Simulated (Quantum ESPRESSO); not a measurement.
Write the native input for Quantum ESPRESSO 7.5 that does the following.

| Quantity | Value |
| --- | --- |
| Task | dielectric tensor |
| Functional | BLYP |
| Potentials or basis | PseudoDojo 0.4.1 SR PBE standard |
| Cutoff | 1143 eV |
| Density cutoff | 4572 eV |
| k mesh | 4 × 4 × 4, shifted |
| Occupations | fermi-dirac, width 0.05 eV |
| Spin | no spin polarisation |
| Mixing beta | 0.5 |
| Most SCF iterations | 120 |
| SCF threshold | 1e-09 Ry |

Crystal: BaZrO3.

```
Ba Zr O
1.0
     4.19134    0.00000    0.00000
     0.00000    4.19134    0.00000
     0.00000    0.00000    4.19134
Ba Zr O
1 1 3
Cartesian
  0.0000 0.0000 0.0000
  2.0957 2.0957 2.0957
  2.0957 2.0957 0.0000
  2.0957 0.0000 2.0957
  0.0000 2.0957 2.0957
```

These files were run (other wordings do the same):

pw.in

```
&CONTROL
  calculation = 'scf'
  prefix = 'pwscf'
  outdir = './tmp'
  pseudo_dir = './pseudo'
  tprnfor = .true.
  tstress = .true.
  disk_io = 'low'
/
&SYSTEM
  ibrav = 0
  nat = 5
  ntyp = 3
  ecutwfc = 84
  nbnd = 28
  input_dft = 'blyp'
  occupations = 'smearing'
  smearing = 'fd'
  degauss = 0.00367493
/
&ELECTRONS
  conv_thr = 1d-09
  electron_maxstep = 120
  mixing_beta = 0.5
/
ATOMIC_SPECIES
Ba   137.3270 Ba.upf
Zr    91.2240 Zr.upf
O     15.9990 O.upf
CELL_PARAMETERS angstrom
   4.1913400000    0.0000000000    0.0000000000
   0.0000000000    4.1913400000    0.0000000000
   0.0000000000    0.0000000000    4.1913400000
ATOMIC_POSITIONS angstrom
Ba     0.0000000000    0.0000000000    0.0000000000
Zr     2.0956700000    2.0956700000    2.0956700000
O      2.0956700000    2.0956700000    0.0000000000
O      2.0956700000    0.0000000000    2.0956700000
O      0.0000000000    2.0956700000    2.0956700000
K_POINTS automatic
4 4 4 1 1 1
```

scf2.in

```
&CONTROL
  calculation = 'scf'
  prefix = 'pwscf'
  outdir = './tmp'
  pseudo_dir = './pseudo'
  tprnfor = .true.
  tstress = .true.
  disk_io = 'low'
/
&SYSTEM
  ibrav = 0
  nat = 5
  ntyp = 3
  ecutwfc = 84
  nbnd = 28
  input_dft = 'blyp'
  occupations = 'fixed'
/
&ELECTRONS
  conv_thr = 1d-13
  electron_maxstep = 120
  mixing_beta = 0.5
  startingpot = 'file'
  startingwfc = 'file'
/
ATOMIC_SPECIES
Ba   137.3270 Ba.upf
Zr    91.2240 Zr.upf
O     15.9990 O.upf
CELL_PARAMETERS angstrom
   4.1913400000    0.0000000000    0.0000000000
   0.0000000000    4.1913400000    0.0000000000
   0.0000000000    0.0000000000    4.1913400000
ATOMIC_POSITIONS angstrom
Ba     0.0000000000    0.0000000000    0.0000000000
Zr     2.0956700000    2.0956700000    2.0956700000
O      2.0956700000    2.0956700000    0.0000000000
O      2.0956700000    0.0000000000    2.0956700000
O      0.0000000000    2.0956700000    2.0956700000
K_POINTS automatic
4 4 4 1 1 1
```

ph.in

```
dielectric of BaZrO3
&INPUTPH
  prefix = 'pwscf'
  outdir = './tmp'
  tr2_ph = 1d-18
  fildyn = 'dyn'
  niter_ph = 90
  alpha_mix(1) = 0.7
  epsil = .true.
  trans = .false.
  zeu = .true.
/
0.0000000000 0.0000000000 0.0000000000
```

Potentials or basis: PseudoDojo 0.4.1 SR PBE standard.

Command:

```sh
$ OMP_NUM_THREADS=1 pw.x -in pw.in > pw.out
$ OMP_NUM_THREADS=1 pw.x -in scf2.in > scf2.out
$ OMP_NUM_THREADS=1 ph.x -in ph.in > ph.out
```

Results of the run:

| Quantity | Value |
| --- | --- |
| Pressure | 9.5 GPa |
| Electronic dielectric tensor (diagonal) | 4.67 |
| Born charges (mean of the diagonal) | Ba +2.74; Zr +6.08; O -2.90 e |

Caveat: the mesh is thin for the dielectric tensor, Born charges and intensities, which usually come out too large; the potentials were made for another functional, which shifts forces and pressure; this release of the barium file is off; the cell is more than 3 GPa from zero pressure, which shifts response properties; the Born charges break their sum rule by 0.12 e, a sign of too thin a mesh.

It took 88 s on 1 thread of Intel(R) Xeon(R) 6975P-C (Granite Rapids), on a shared host, peak memory 0.13 GiB.
